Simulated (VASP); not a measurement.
# SiC (Imm2) in VASP: a series of runs

One crystal, SiC, is run at these levels: PBEsol; tasks: single point, relaxation of the atoms.

All numbers are computed with VASP 6.6.1; they aren't measurements. Logs are shortened: lines on timing, memory, paths and dates and some standing lists are left out, and cuts for length are marked.

**1. Starting point**

It takes space group Imm2 (No. 44, orthorhombic). The conventional cell has a = 3.050 Å, b = 3.091 Å, c = 4.313 Å, α = 90.00°, β = 90.00°, γ = 90.00°. Si (site symmetry mm2) has 4 C at 1.87 to 1.88 Å as nearest neighbours. Around C (site symmetry mm2) lie 4 Si at 1.87 to 1.88 Å.

The cell was built by a generator and isn't the measured one.

**2. Single point, PBEsol**

Input file INCAR:

```
SYSTEM = SiC
ALGO = Normal
EDIFF = 1E-6
ENCUT = 520
GGA = PS
ISIF = 2
ISMEAR = 0
LASPH = .True.
LCHARG = .True.
LELF = .True.
LREAL = .False.
LVHAR = .True.
LWAVE = .False.
NBANDS = 11
NELM = 100
PREC = Accurate
SIGMA = 0.01
```

Input file KPOINTS:

```
k-points
0
Gamma
  10 10 10
  0 0 0
```

Input file POSCAR:

```
SiC
1.0
    0.0144756555      2.1711487141      2.1566730586
    2.1711487141      0.0144756555      2.1566730586
    2.1856243696      2.1856243696      0.0000000000
Si C
1 1
Direct
    0.0007367007      0.0007367007     -0.0007367007
    0.2492632993      0.2492632993      0.2507367007
```

Potentials or basis: VASP PAW PBE potentials, release 64 (Si, C).

Launch:

```sh
$ cat potpaw_PBE.64/Si/POTCAR potpaw_PBE.64/C/POTCAR > POTCAR
$ mpirun -np 1 vasp_std > vasp.out
```

OUTCAR:

```text
SYSTEM = SiC
   EDIFF = 1E-6
   ENCUT = 520
   GGA = PS
   ISIF = 2
   ISMEAR = 0
   LASPH = .True.
   LREAL = .False.
   NELM = 100
   PREC = Accurate

 ion  position               nearest neighbor table
   1  0.001  0.001  0.999-   2 1.87   2 1.87   2 1.88   2 1.88
   2  0.249  0.249  0.251-   1 1.87   1 1.87   1 1.88   1 1.88

  LATTYP: Found a body centered orthorhombic cell.
 ALAT       =     3.0499962891
 B/A-ratio  =     1.0134240611
 C/A-ratio  =     1.4142135624

  Lattice vectors:

 A1 = (   2.1711487141,   0.0144756555,  -2.1566730586)
 A2 = (  -2.1711487141,  -0.0144756555,  -2.1566730586)
 A3 = (   0.0144756555,   2.1711487141,   2.1566730586)

Analysis of symmetry for initial positions (statically):
=====================================================================
 Subroutine PRICEL returns:
 Original cell was already a primitive cell.

 Routine SETGRP: Setting up the symmetry group for a
 body centered orthorhombic supercell.

 Subroutine GETGRP returns: Found  4 space group operations
 (whereof  4 operations were pure point group operations)
 out of a pool of  8 trial point group operations.

The static configuration has the point symmetry C_2v.

Analysis of symmetry for dynamics (positions and initial velocities):
=====================================================================
 Subroutine PRICEL returns:
 Original cell was already a primitive cell.

 Routine SETGRP: Setting up the symmetry group for a
 body centered orthorhombic supercell.

 Subroutine GETGRP returns: Found  4 space group operations
 (whereof  4 operations were pure point group operations)
 out of a pool of  8 trial point group operations.

The dynamic configuration has the point symmetry C_2v.

 Subroutine INISYM returns: Found  4 space group operations
 (whereof  4 operations are pure point group operations),
 and found     1 'primitive' translations

----------------------------------------------------------------------------------------

                                     Primitive cell

  volume of cell :      20.3317

  direct lattice vectors                    reciprocal lattice vectors
     0.014475656  2.171148714  2.156673059    -0.231838571  0.231838571  0.231838571
     2.171148714  0.014475656  2.156673059     0.231838571 -0.231838571  0.231838571
     2.185624370  2.185624370  0.000000000     0.228767581  0.228767581 -0.231838571

  length of vectors
     3.060283478  3.060283478  3.090939626     0.401556184  0.401556184  0.398018009

  position of ions in fractional coordinates (direct lattice)
     0.000736701  0.000736701  0.999263299
     0.249263299  0.249263299  0.250736701

  ion indices of the primitive-cell ions
   primitive index   ion index
                 1           1
                 2           2

----------------------------------------------------------------------------------------

 KPOINTS: k-points

Automatic generation of k-mesh.
 Grid dimensions read from file:
 generate k-points for:   10   10   10

 Generating k-lattice:

  Cartesian coordinates                     Fractional coordinates (reciprocal lattice)
    -0.023183857  0.023183857  0.023183857     0.100000000 -0.000000000  0.000000000
     0.023183857 -0.023183857  0.023183857    -0.000000000  0.100000000  0.000000000
     0.022876758  0.022876758 -0.023183857     0.000000000  0.000000000  0.100000000

  Length of vectors
     0.040155618  0.040155618  0.039801801

  Shift w.r.t. Gamma in fractional coordinates (k-lattice)
     0.000000000  0.000000000  0.000000000

 Subroutine IBZKPT returns following result:
 ===========================================

 Found    171 irreducible k-points:

 Following reciprocal coordinates:
            Coordinates               Weight
  0.000000  0.000000  0.000000      1.000000
  0.100000  0.000000  0.000000      4.000000
  0.200000  0.000000  0.000000      4.000000
  0.300000  0.000000  0.000000      4.000000
  0.400000  0.000000  0.000000      4.000000
  0.500000  0.000000  0.000000      2.000000
[... 16 lines left out ...]
  0.300000  0.300000  0.000000      2.000000
  0.400000  0.300000  0.000000      4.000000
 [... further k-points ...]
   k-points           NKPTS =    171   k-points in BZ     NKDIM =    171   number of bands    NBANDS=     11
   number of dos      NEDOS =    301   number of ions     NIONS =      2
   total plane-waves  NPLWV =  13824
   dimension x,y,z NGX =    24 NGY =   24 NGZ =   24
   dimension x,y,z NGXF=    48 NGYF=   48 NGZF=   48
   ions per type =               1   1
   NGX,Y,Z   is equivalent  to a cutoff of  13.04, 13.04, 12.91 a.u.
   NGXF,Y,Z  is equivalent  to a cutoff of  26.08, 26.08, 25.82 a.u.
 SYSTEM =  SiC
   PREC   = accura    normal or accurate (medium, high low for compatibility)
   ISTART =      0    job   : 0-new  1-cont  2-samecut
   ICHARG =      2    charge: 1-file 2-atom 10-const
   ISPIN  =      1    spin polarized calculation?
   LNONCOLLINEAR =      F non collinear calculations
   LSORBIT =      F    spin-orbit coupling
   LASPH  =      T    aspherical Exc in radial PAW
   ENCUT  =  520.0 eV  38.22 Ry    6.18 a.u.   5.69  5.69  5.75*2*pi/ulx,y,z
   NELM   =    100;   NELMIN=  2; NELMDL= -5     # of ELM steps
   EDIFF  = 0.1E-05   stopping-criterion for ELM
   LREAL  =      F    real-space projection
   EDIFFG = 0.1E-04   stopping-criterion for IOM
   NSW    =      0    number of steps for IOM
   IBRION =     -1    ionic relax: 0-MD 1-quasi-New 2-CG
   NFREE  =      0    steps in history (QN), initial steepest desc. (CG)
   ISIF   =      2    stress and relaxation
   ISYM   =      2    0-nonsym 1-usesym 2-fastsym
   POTIM  = 0.5000    time-step for ionic-motion
   TEBEG  =    0.0;   TEEND  =   0.0 temperature during run
   PSTRESS=    0.0 pullay stress
   NELECT =       8.0000    total number of electrons
   NUPDOWN=      -1.0000    fix difference up-down
   EMIN   =  10.00;   EMAX   =-10.00  energy-range for DOS
   EFERMI =   0.00;   METHOD = LEGACY
   ISMEAR =     0;   SIGMA  =   0.01  broadening in eV -4-tet -1-fermi 0-gaus
   EFERMI_NEDOS =   21; number of points for ismear=-14 and -15
   IALGO  =     38    algorithm
   IMIX   =      4    mixing-type and parameters
     AMIX     =   0.40;   BMIX     =  1.00
     AMIX_MAG =   1.60;   BMIX_MAG =  1.00
  volume/ion in A,a.u.               =      10.17        68.60
  Fermi-wavevector in a.u.,A,eV,Ry     =   1.199629  2.266969 19.580261  1.439109
  Thomas-Fermi vector in A             =   2.335486
   LORBIT       =      0    0 simple, 1 ext, 2 COOP (PROOUT), +10 PAW based schemes
   GGA     = PS    functional components
   LHFCALC =     F    Hartree Fock is set to
   AEXX    =    0.0000 exact exchange contribution
   IVDW    =     0    specifies the selected vdW correction
   LEPSILON=     F    determine dielectric tensor
   LRPA    =     F    only Hartree local field effects (RPA)
 non-spin polarized calculation
 Gauss-broadening in eV      SIGMA  =   0.01
  energy-cutoff  :      520.00
  volume of cell :       20.33
 maximum number of plane-waves:       560
   NGX = 11   NGY = 11   NGZ = 11

 number of electron       8.0000000 magnetization

 Free energy of the ion-electron system (eV)
  ---------------------------------------------------
  ext. energy  EPLUGINS =         0.00000000
  ---------------------------------------------------
  free energy    TOTEN  =       -15.90675788 eV

  energy without entropy =      -15.90675788  energy(sigma->0) =      -15.90675788

 E-fermi :   8.3561     XC(G=0): -11.5808

 val. band max:        8.3109460046   @ k =   0.0000   0.0000   0.0000
 cond. band min:       9.4226837537   @ k =   0.5000   0.5000   0.0000
 fundamental gap:      1.1117377491
 Fermi energy:         8.3560753223

 k-point     1 :       0.0000    0.0000    0.0000
  band No.  band energies     occupation
      1      -7.3081      2.00000
      2       8.1721      2.00000
      3       8.2839      2.00000
      4       8.3109      2.00000
      5      14.6020      0.00000
      6      15.4831      0.00000
      7      15.6545      0.00000
      8      15.7697      0.00000
      9      22.7147      0.00000
     10      22.9138      0.00000
     11      24.7905      0.00000

 k-point     2 :       0.1000    0.0000    0.0000
  band No.  band energies     occupation
      1      -7.1072      2.00000
      2       7.2955      2.00000
      3       8.0324      2.00000
      4       8.1551      2.00000
      5      14.7639      0.00000
      6      15.7372      0.00000
      7      15.9186      0.00000
      8      16.0871      0.00000
      9      21.6944      0.00000
     10      21.9074      0.00000
     11      24.4646      0.00000

 k-point     3 :       0.2000    0.0000    0.0000
  band No.  band energies     occupation
      1      -6.5127      2.00000
      2       5.1546      2.00000
      3       7.7138      2.00000
      4       7.8394      2.00000
      5      14.4561      0.00000
      6      16.0961      0.00000
      7      16.2724      0.00000
      8      17.2272      0.00000
      9      21.0032      0.00000
     10      21.2238      0.00000
     11      23.5629      0.00000
[... 267 lines left out ...]
 k-point    23 :       0.3000    0.3000    0.0000
  band No.  band energies     occupation
      1      -4.9725      2.00000
      2       3.9366      2.00000
      3       5.6956      2.00000
      4       5.9219      2.00000
      5      11.3214      0.00000
      6      13.7768      0.00000
      7      19.8549      0.00000
      8      19.9188      0.00000
      9      20.8690      0.00000
     10      25.3582      0.00000
     11      29.9952      0.00000

 k-point    24 :       0.4000    0.3000    0.0000
  band No.  band energies     occupation
      1      -4.0753      2.00000
      2       2.7050      2.00000
      3       5.0956      2.00000
      4       5.4241      2.00000
      5      10.9526      0.00000
      6      13.8372      0.00000
      7      20.0210      0.00000
      8      20.2389      0.00000
      9      22.1823      0.00000
     10      26.3778      0.00000
     11      29.7508      0.00000

 [... further k-points ...]

------------------------ aborting loop because EDIFF is reached ----------------------------------------

  FORCE on cell =-STRESS in cart. coord.  units (eV):
  Direction    XX          YY          ZZ          XY          YZ          ZX
  --------------------------------------------------------------------------------------
  -------------------------------------------------------------------------------------
  Total        0.4659099      0.4659099      0.6717816     -0.4222212      0.0000000      0.0000000
  in kB       36.7145629     36.7145629     52.9376355    -33.2718167      0.0000000      0.0000000
  external PRESSURE =      42.1222537 kB  Pullay stress =       0.0000000 kB

 VOLUME and BASIS-vectors are now :
 -----------------------------------------------------------------------------
  energy-cutoff  :      520.00
  volume of cell :       20.33
      direct lattice vectors                 reciprocal lattice vectors
     0.014475656  2.171148714  2.156673059    -0.231838571  0.231838571  0.231838571
     2.171148714  0.014475656  2.156673059     0.231838571 -0.231838571  0.231838571
     2.185624370  2.185624370  0.000000000     0.228767581  0.228767581 -0.231838571

 POSITION                                       TOTAL-FORCE (eV/Angst)
 -----------------------------------------------------------------------------------
      2.18562      2.18562      0.00318        -0.000000     -0.000000      0.000793
      1.09281      1.09281      1.07516         0.000000      0.000000     -0.000793
 -----------------------------------------------------------------------------------
    total drift:                                0.000000      0.000000     -0.000025

  FREE ENERGIE OF THE ION-ELECTRON SYSTEM (eV)
  ---------------------------------------------------
  free  energy   TOTEN  =       -15.9067578752 eV

  energy  without entropy=      -15.9067578752  energy(sigma->0) =      -15.90675788
```

Wall time 18 s (1 thread of AMD EPYC 9R45 (Zen 5), shared host); peak memory 0.13 GiB.

What came out:

```yaml
Free_energy: -15.9068 eV
Pressure: 4.2 GPa
Band_gap_on_the_k_mesh: 1.11 eV, indirect (least direct gap 4.34 eV)
```

Stress tensor (GPa, compression positive):
```
 3.67 -3.33  0.00
-3.33  3.67  0.00
 0.00  0.00  5.29
```

Caveat: the PAW data sets were made with another functional, which shifts forces and pressure a little. A k mesh can miss the band edges.

**3. Single point, PBEsol (strained cell)**

Input file INCAR:

```
PREC     = Accurate       # precision mode
ENCUT    = 520            # plane-wave cutoff, eV
EDIFF    = 1E-6           # SCF threshold, eV
ISMEAR   = 0              # smearing method
SIGMA    = 0.02           # smearing width, eV
LREAL    = False          # projectors in reciprocal space
LASPH    = True           # aspherical terms in the spheres
NELM     = 100            # most SCF steps
ALGO     = Normal         # electronic algorithm
ISIF     = 2              # what is computed and relaxed
LWAVE    = False          # write WAVECAR
LCHARG   = False          # write CHGCAR
GGA      = PS             # functional
NBANDS   = 11             # bands
```

Input file KPOINTS:

```
regular mesh
0
Gamma
  10 10 10
```

POSCAR is that of step 2.

Potentials or basis: VASP PAW PBE potentials, release 64 (Si, C).

Launch:

```sh
$ cat potpaw_PBE.64/Si/POTCAR potpaw_PBE.64/C/POTCAR > POTCAR
$ mpirun -np 1 vasp_std > vasp.out
```

Wall time 18 s (1 thread of AMD EPYC 9R45 (Zen 5), shared host); peak memory 0.12 GiB.

The run converged. Its results:

- Free energy: -15.9068 eV
- Pressure: 4.2 GPa
- Band gap on the k mesh: 1.11 eV, indirect (least direct gap 4.34 eV)

Stress tensor (GPa, compression positive):
```
 3.67 -3.33  0.00
-3.33  3.67  0.00
 0.00  0.00  5.29
```

Levels at points of the mesh, in eV from the valence-band top:
```csv
k point,band 2,band 3,band 4,band 5,band 6,band 7
"(0.00, 0.00, 0.00)",-0.14,-0.03,0.00,6.29,7.17,7.34
"(0.50, 0.00, 0.00)",-8.73,-1.22,-1.10,5.37,6.99,7.20
"(0.50, 0.50, 0.00)",-7.89,-3.47,-3.22,1.11,4.14,14.07
"(0.00, 0.00, 0.50)",-8.78,-1.09,-1.05,5.57,7.22,7.22
"(0.50, 0.00, 0.50)",-7.97,-3.28,-3.27,1.18,4.24,13.97
```

Caveat: the PAW data sets were made with another functional, which shifts forces and pressure a little. A k mesh can miss the band edges.

**4. Relaxation of the atoms, PBEsol (strained cell)**

Input file INCAR:

```
SYSTEM = SiC
PREC     = Accurate       ! precision mode
ENCUT    = 520            ! plane-wave cutoff, eV
EDIFF    = 1E-6           ! SCF threshold, eV
ISMEAR   = 0              ! smearing method
SIGMA    = 0.02           ! smearing width, eV
LREAL    = .FALSE.        ! projectors in reciprocal space
LASPH    = .TRUE.         ! aspherical terms in the spheres
NELM     = 100            ! most SCF steps
ALGO     = Fast           ! electronic algorithm
ISIF     = 2              ! what is computed and relaxed
LWAVE    = .FALSE.        ! write WAVECAR
LCHARG   = .FALSE.        ! write CHGCAR
GGA      = PS             ! functional
IBRION   = 2              ! ionic algorithm
NSW      = 60             ! ionic steps
EDIFFG   = -0.002         ! ionic threshold
```

Input file KPOINTS:

```
regular mesh
0
G
  10 10 10
  0 0 0
```

POSCAR is that of step 3.

Launch:

```sh
$ cat potpaw_PBE.64/Si/POTCAR potpaw_PBE.64/C/POTCAR > POTCAR
$ mpirun -np 1 vasp_std > vasp.out
```

Run time: 18 s. Hardware: 1 thread of AMD EPYC 9R45 (Zen 5), shared host; peak memory 0.12 GiB.

The run converged. Its results:

| Quantity | Value |
| --- | --- |
| Free energy | -15.9068 eV |
| Pressure after relaxing | 4.2 GPa |
| Band gap on the k mesh | 1.11 eV, indirect (least direct gap 4.34 eV) |

Stress tensor (GPa, compression positive):
```
 3.67 -3.33  0.00
-3.33  3.67  0.00
 0.00  0.00  5.29
```

Final structure:
```
Si C
1.0
     0.01448    2.17115    2.15667
     2.17115    0.01448    2.15667
     2.18562    2.18562    0.00000
Si C
1 1
Direct
  0.00074 0.00074 0.99926
  0.24926 0.24926 0.25074
```

Levels at points of the mesh, in eV from the valence-band top:
```tsv
k point	band 2	band 3	band 4	band 5	band 6	band 7
(0.00, 0.00, 0.00)	-0.14	-0.03	0.00	6.29	7.17	7.34
(0.50, 0.00, 0.00)	-8.73	-1.22	-1.10	5.37	6.99	7.20
(0.50, 0.50, 0.00)	-7.89	-3.47	-3.22	1.11	4.14	14.09
(0.00, 0.00, 0.50)	-8.78	-1.09	-1.05	5.57	7.22	7.22
(0.50, 0.00, 0.50)	-7.97	-3.28	-3.27	1.18	4.24	14.04
```

Caveat: the relaxation stopped at its first step, so nothing moved; the PAW data sets were made with another functional, which shifts forces and pressure a little. A k mesh can miss the band edges.

**5. Summary**

```csv
task,cell,smearing,gap on the mesh (eV),pressure (GPa)
single point,as given,gaussian 0.01 eV,1.11,4.2
single point,strained cell,gaussian 0.02 eV,1.11,4.2
relaxation of the atoms,atoms relaxed from: strained cell,gaussian 0.02 eV,1.11,4.2
```

Alike in all rows: level PBEsol; potentials or basis VASP PAW PBE potentials, release 64 (Si, C); no spin polarisation; k mesh 10 × 10 × 10; cutoff (eV) 520.

Caveats: the PAW data sets were made with another functional, which shifts forces and pressure a little; the relaxation stopped at its first step, so nothing moved (some runs).

Total energies depend on the potentials used, so only differences within one code and one set of settings carry meaning.
